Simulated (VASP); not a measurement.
A run of VASP 6.6.1:

File INCAR:

```
SYSTEM = CuO
  PREC = Accurate
  ENCUT = 600
  EDIFF = 1E-6
  ISMEAR = 1
  SIGMA = 0.1
  LREAL = .FALSE.
  LASPH = .TRUE.
  NELM = 150
  ALGO = Normal
  ISIF = 2
  LWAVE = .FALSE.
  LCHARG = .FALSE.
  ISPIN = 2
  MAGMOM = 1 -1 -1 1 0 0 0 0
  LORBIT = 11
  LMAXMIX = 4
  GGA = PE
  NBANDS = 48
  AMIX = 0.2
  BMIX = 1E-4
  AMIX_MAG = 0.8
  BMIX_MAG = 1E-4
  KPAR = 4
```

KPOINTS

```
Automatic mesh
0
G
  8 12 8
  0 0 0
```

Contents of POSCAR:

```
CuO
1.0
    4.6837000000      0.0000000000      0.0000000000
    0.0000000000      3.4226000000      0.0000000000
   -0.8500274300      0.0000000000      5.0578693900
Cu O
4 4
Direct
    0.2500000000      0.2500000000      0.0000000000
    0.2500000000      0.7500000000      0.5000000000
    0.7500000000      0.7500000000      0.0000000000
    0.7500000000      0.2500000000      0.5000000000
    0.5000000000      0.9184000000      0.2500000000
    0.5000000000      0.0816000000      0.7500000000
    0.0000000000      0.4184000000      0.2500000000
    0.0000000000      0.5816000000      0.7500000000
```

Potentials or basis: VASP PAW PBE potentials, release 64 (Cu, O).

The run is started by

```console
$ cat potpaw_PBE.64/Cu/POTCAR potpaw_PBE.64/O/POTCAR > POTCAR
$ mpirun -np 4 vasp_std > vasp.out
```

Hardware: 4 MPI ranks on AMD EPYC 7R13 Processor (Zen 3), with other jobs on the host.

Estimate the wall time of this run.

Wall time 14 min on 4 MPI ranks on AMD EPYC 7R13 Processor (Zen 3), on a shared host, peak memory 1.3 GiB a rank. Counts: scf iterations 17, k points 238.
